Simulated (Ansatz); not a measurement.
A run of Ansatz 0.2.0 is set up as follows.

File input.yaml:

```yaml
crystal:
  lattice:
    - [2.49824, 0.0, 0.0]
    - [-1.24912, 2.1635393048, 0.0]
    - [0.0, 0.0, 6.6357]
  atoms:
    - { symbol: "N", position: [0.6666666667, 0.3333333333, 0.25] }
    - { symbol: "N", position: [0.3333333333, 0.6666666667, 0.75] }
    - { symbol: B, position: [0.6666666667, 0.3333333333, 0.75] }
    - { symbol: B, position: [0.3333333333, 0.6666666667, 0.25] }
hamiltonian:
  xc: pbe
  pseudopotentials: { kind: paw }
kpoints:
  mp_grid: { grid: [9, 9, 3] }
scf:
  occupations: { method: fixed }
output:
  forces: true
  stress: true
elastic:
  mode: relaxed_ion
  stencil: two_point
```

Potentials or basis: Ansatz PAW.

The run is started by

```console
$ ansatz run input.yaml --threads 2 --pin off --max-ram 5632MiB --backend cpu --events-out ev --progress --plain --runs-dir out
```

Question: Estimate the Voigt bulk modulus.

Answer: 253 GPa.

Question: Estimate the pressure.

Answer: 5.1 GPa.

Elastic tensor in Voigt notation (GPa, in the Cartesian axes of the cell as first typed):
```
899 215   7   0   0   0
215 899   7   0   0   0
  3   3  32   0   0   0
  0   0   0   2   0   0
  0   0   0   0   2   0
  0   0   0   0   0 342
```

Caveat: the cell is more than 3 GPa from zero pressure, which shifts response properties; the pressure holds a Pulay correction of +0.6 GPa for the finite cutoff; this functional lacks dispersion, which binds the layers, so the pressure and a relaxed spacing across them are unreliable.
